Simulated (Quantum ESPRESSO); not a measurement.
A run of Quantum ESPRESSO 7.5 is set up as follows.

run.py

```python
import numpy as np
from ase.calculators.espresso import Espresso, EspressoProfile
from ase.io import read

atoms = read('MgS.xyz')

input_data = {
    'control': {'calculation': 'scf', 'prefix': 'pwscf', 'outdir': './tmp', 'tprnfor': True, 'tstress': True, 'disk_io': 'nowf'},
    'system': {'ecutwfc': 45.0, 'ecutrho': 360.0, 'nbnd': 14, 'occupations': 'smearing', 'smearing': 'fd', 'degauss': 0.00367493},
    'electrons': {'conv_thr': 4e-10, 'electron_maxstep': 120, 'mixing_beta': 0.5},
}
pseudopotentials = {'Mg': 'mg_pbesol_v1.4.uspp.F.UPF', 'S': 's_pbesol_v1.4.uspp.F.UPF'}
profile = EspressoProfile(command='mpirun -n 2 pw.x -nk 2', pseudo_dir='pseudo')
dft = Espresso(profile=profile, input_data=input_data, pseudopotentials=pseudopotentials, kpts=(8, 8, 8), koffset=(0, 0, 0))
atoms.calc = dft

print(f'energy {atoms.get_potential_energy():.8f} eV')
print('forces (eV/A)')
print(np.round(atoms.get_forces(), 6))
print('stress (eV/A^3, Voigt)')
print(np.round(atoms.get_stress(), 8))
print(f'Fermi level {dft.get_fermi_level():.4f} eV')
```

File MgS.xyz:

```xyz
2
Lattice="0.0000000000 2.8331200468 2.8331200468 2.8331200468 0.0000000000 2.8331200468 2.8331200468 2.8331200468 0.0000000000" Properties=species:S:1:pos:R:3 pbc="T T T"
S      1.4165600234      1.4165600234      1.4165600234
Mg     0.0000000000      0.0000000000      0.0000000000
```

Potentials or basis: GBRV 1.5 PBEsol.

Command:

```sh
$ OMP_NUM_THREADS=1 python run.py
```

Estimate the pressure.

-0.5 GPa.

Estimate the band gap on the k mesh.

3.28 eV, direct.

A k mesh can miss the band edges.
